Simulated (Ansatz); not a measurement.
Lu under changes of volume

One of the cells (29.496 Å³/atom); the others are scaled copies at fixed shape and fractional positions:

```
Lu
1.0
     3.50310    0.00000    0.00000
    -1.75155    3.03377    0.00000
     0.00000    0.00000    5.55090
Lu
2
Direct
  0.66667 0.33333 0.75000
  0.33333 0.66667 0.25000
```

| Property | Result |
| --- | --- |
| Program | Ansatz 0.2.0 |
| Functional | PBE |
| Potentials or basis | Ansatz PAW |
| Cutoff | 420 eV (not typed: the program's choice for these potentials) |
| k mesh | 9 × 9 × 5 |
| Occupations | fermi-dirac, width 0.05 eV |
| Spin | no spin polarisation |

```tsv
volume (Å³/atom)	energy over the lowest point (meV/atom)	pressure (GPa)
27.727	10.20	2.5
28.317	?	?
28.906	0.00	0.4
29.496	0.36	-0.5
30.086	3.96	-1.4
30.676	10.53	-2.1
31.266	19.82	-2.9
```

What does the run at 28.317 Å³/atom give?

Energy over the lowest point 3.17 meV/atom; pressure 1.4 GPa.

Worked out: A Birch-Murnaghan fit of order 3 (a polynomial in V^(-2/3)) to the other rows has its minimum at 29.14 Å³/atom with B0 = V·E''(V) = 46 GPa and B' = 3.3 at fixed shape and positions, which overstates the stiffness. It gives 3.17 meV/atom at 28.317 Å³/atom, against the run's 3.17, and -dE/dV = 1.4 GPa, against 1.4.

Energies are extrapolated to zero smearing.
